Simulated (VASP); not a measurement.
# CaB2 (P6/mmm) in VASP: further runs, part 2 of 2

VASP 6.6.1.

## 4. Single point, r2SCAN, collinear spin, twin_end start

File POSCAR:

```
CaB2
1.0
    3.2264302843      0.0000000000      0.0000000000
   -1.6132151421      2.7941705897      0.0000000000
    0.0000000000      0.0000000000      4.0673920000
Ca B
1 2
Direct
    0.0000000000      0.0000000000      0.0000000000
    0.3333333333      0.6666666667      0.5000000000
    0.6666666667      0.3333333333      0.5000000000
```

File INCAR.step1:

```
PREC = Accurate
ENCUT = 520
ISMEAR = 0
SIGMA = 0.1
LREAL = F
LASPH = T
NELM = 150
ISPIN = 2
MAGMOM = 0.03 0.07 0.07
NBANDS = 19
GGA = PE
ALGO = Normal
EDIFF = 1E-4
LWAVE = T
LCHARG = F
ISYM = 0
```

File INCAR.step2:

```
PREC = Accurate
ENCUT = 520
EDIFF = 1E-6
ISMEAR = 0
SIGMA = 0.1
LREAL = F
LASPH = T
NELM = 150
ALGO = Normal
ISIF = 2
LWAVE = F
LCHARG = F
ISPIN = 2
MAGMOM = 0.03 0.07 0.07
LORBIT = 11
METAGGA = R2SCAN
LMIXTAU = T
NBANDS = 19
ISTART = 1
ISYM = 0
```

File KPOINTS:

```
Automatic mesh
0
Gamma
  3 3 2
  0.5 0.5 0
```

Potentials or basis: VASP PAW PBE potentials, release 64 (Ca_sv, B).

Run with:

```bash
$ cat potpaw_PBE.64/Ca_sv/POTCAR potpaw_PBE.64/B/POTCAR > POTCAR
$ cp INCAR.step1 INCAR
$ mpirun -np 1 vasp_std > vasp.out
$ cp INCAR.step2 INCAR
$ mpirun -np 1 vasp_std > vasp.out
```

OUTCAR:

```text
PREC = Accurate
   ENCUT = 520
   EDIFF = 1E-6
   ISMEAR = 0
   LREAL = F
   LASPH = T
   NELM = 150
   ISIF = 2
   ISPIN = 2
   LORBIT = 11
   METAGGA = R2SCAN
   ISTART = 1
   ISYM = 0

 ion  position               nearest neighbor table
   1  0.000  0.000  0.000-
   2  0.333  0.667  0.500-   3 1.86   3 1.86   3 1.86
   3  0.667  0.333  0.500-   2 1.86   2 1.86   2 1.86

IMPORTANT INFORMATION: All symmetrisations will be switched off!
NOSYMM: (Re-)initialisation of all symmetry stuff for point group C_1.

----------------------------------------------------------------------------------------

[... 1226 lines left out ...]
  energy-cutoff  :      520.00
  volume of cell :       36.67
      direct lattice vectors                 reciprocal lattice vectors
     3.226430284  0.000000000  0.000000000     0.309940061  0.178943978  0.000000000
    -1.613215142  2.794170590  0.000000000     0.000000000  0.357887956  0.000000000
     0.000000000  0.000000000  4.067392000     0.000000000  0.000000000  0.245857788

 POSITION                                       TOTAL-FORCE (eV/Angst)
 -----------------------------------------------------------------------------------
      0.00000      0.00000      0.00000        -0.000000      0.000000      0.000001
     -0.00000      1.86278      2.03370         0.000010     -0.000009     -0.000000
      1.61322      0.93139      2.03370        -0.000010      0.000009     -0.000000
 -----------------------------------------------------------------------------------
    total drift:                               -0.000000     -0.000000      0.000002

  FREE ENERGIE OF THE ION-ELECTRON SYSTEM (eV)
  ---------------------------------------------------
  free  energy   TOTEN  =       -22.3345102256 eV

  energy  without entropy=      -22.3236741736  energy(sigma->0) =      -22.32909220

 total charge

# of ion       s       p       d       tot
------------------------------------------
    1        2.050   5.882   0.347   8.279
    2        0.692   1.116   0.000   1.808
    3        0.692   1.116   0.000   1.808
--------------------------------------------------
tot          3.435   8.114   0.347  11.896

 magnetization (x)

# of ion       s       p       d       tot
------------------------------------------
    1        0.000   0.000  -0.003  -0.003
    2       -0.001  -0.047   0.000  -0.048
    3       -0.001  -0.047   0.000  -0.048
--------------------------------------------------
tot         -0.002  -0.094  -0.003  -0.100
```

OUTCAR.step1:

```text
PREC = Accurate
   ENCUT = 520
   ISMEAR = 0
   LREAL = F
[... 1254 lines left out ...]
      0.00000      0.00000      0.00000        -0.000001     -0.000000      0.000001
     -0.00000      1.86278      2.03370        -0.000024      0.000006     -0.000003
      1.61322      0.93139      2.03370         0.000025     -0.000006      0.000002
 -----------------------------------------------------------------------------------
    total drift:                                0.000001      0.000001     -0.000000

  FREE ENERGIE OF THE ION-ELECTRON SYSTEM (eV)
  ---------------------------------------------------
  free  energy   TOTEN  =       -15.7576111356 eV

  energy  without entropy=      -15.7395729427  energy(sigma->0) =      -15.74859204
```

OSZICAR.step1:

```text
N       E                     dE             d eps       ncg     rms          rms(c)
DAV:   1     0.971858167886E+02    0.97186E+02   -0.71003E+03  2280   0.785E+02
DAV:   2    -0.131889560601E+02   -0.11037E+03   -0.10341E+03  2533   0.226E+02
DAV:   3    -0.166718841258E+02   -0.34829E+01   -0.34298E+01  2802   0.372E+01
DAV:   4    -0.167964756049E+02   -0.12459E+00   -0.12417E+00  3127   0.569E+00
DAV:   5    -0.167975928990E+02   -0.11173E-02   -0.11171E-02  2790   0.493E-01    0.562E+00
DAV:   6    -0.158505988798E+02    0.94699E+00   -0.45682E-01  2532   0.485E+00    0.247E+00
DAV:   7    -0.157631522770E+02    0.87447E-01   -0.17820E-01  2950   0.248E+00    0.936E-01
DAV:   8    -0.157801137598E+02   -0.16961E-01   -0.52868E-02  2664   0.190E+00    0.747E-01
DAV:   9    -0.157576199649E+02    0.22494E-01   -0.11826E-02  2652   0.899E-01    0.120E-01
DAV:  10    -0.157575285140E+02    0.91451E-04   -0.17760E-03  2837   0.253E-01    0.724E-02
DAV:  11    -0.157576638771E+02   -0.13536E-03   -0.16040E-04  2580   0.773E-02    0.510E-02
DAV:  12    -0.157576111356E+02    0.52742E-04   -0.53863E-05  2031   0.583E-02
   1 F= -.15757611E+02 E0= -.15748592E+02  d E =-.180382E-01  mag=    -0.0356
```

Run time: 49 s. Hardware: 1 thread of Intel Xeon 6975P-C (Granite Rapids), shared host; peak memory 0.17 GiB.

What came out:

* Free energy: -22.3345 eV
* Pressure: -0.6 GPa
* Band gap on the k mesh: none (metal or under the smearing width)
* Net moment: -0.15 μB per cell
* Site moments: Ca -0.00; B -0.05 μB
* Valence electrons inside the program's atomic spheres: Ca 8.28; B 1.81

Stress tensor (GPa, compression positive):
```
-1.19  0.00  0.00
 0.00 -1.19  0.00
 0.00  0.00  0.65
```

Levels at points of the mesh, in eV from the Fermi level:
Spin up:
| k point | band 4 | band 5 | band 6 | band 7 | band 8 | band 9 | band 10 | band 11 | band 12 | band 13 |
| --- | --- | --- | --- | --- | --- | --- | --- | --- | --- | --- |
| (0.50, 0.50, 0.00) | -21.50 | -7.34 | -6.67 | -1.51 | -1.13 | 1.19 | 3.29 | 5.60 | 6.74 | 7.11 |
| (0.50, 0.00, 0.00) | -21.50 | -7.34 | -6.67 | -1.51 | -1.13 | 1.19 | 3.29 | 5.60 | 6.74 | 7.11 |
| (0.00, 0.50, 0.00) | -21.50 | -7.34 | -6.67 | -1.51 | -1.13 | 1.19 | 3.29 | 5.60 | 6.74 | 7.11 |
| (0.50, 0.50, 0.50) | -21.60 | -7.85 | -5.79 | -1.67 | -0.82 | -0.76 | 5.67 | 5.93 | 6.72 | 7.74 |
| (0.50, 0.00, 0.50) | -21.60 | -7.85 | -5.79 | -1.67 | -0.82 | -0.76 | 5.67 | 5.93 | 6.72 | 7.74 |
| (0.00, 0.50, 0.50) | -21.60 | -7.85 | -5.79 | -1.67 | -0.82 | -0.76 | 5.67 | 5.93 | 6.72 | 7.74 |
Spin down:
```tsv
k point	band 4	band 5	band 6	band 7	band 8	band 9	band 10	band 11	band 12	band 13
(0.50, 0.50, 0.00)	-21.51	-7.47	-6.79	-1.53	-1.33	1.17	3.27	5.58	6.66	7.06
(0.50, 0.00, 0.00)	-21.51	-7.47	-6.79	-1.53	-1.33	1.17	3.27	5.58	6.66	7.06
(0.00, 0.50, 0.00)	-21.51	-7.47	-6.79	-1.53	-1.33	1.17	3.27	5.58	6.66	7.06
(0.50, 0.50, 0.50)	-21.60	-7.98	-5.93	-1.86	-0.83	-0.78	5.65	5.83	6.66	7.69
(0.50, 0.00, 0.50)	-21.60	-7.98	-5.93	-1.86	-0.83	-0.78	5.65	5.83	6.66	7.69
(0.00, 0.50, 0.50)	-21.60	-7.98	-5.93	-1.86	-0.83	-0.78	5.65	5.83	6.66	7.69
```

Caveat: the k mesh is coarse (spacing up to 0.77 Å⁻¹), so the values aren't converged; the PAW data sets were made with another functional, which shifts forces and pressure a little.
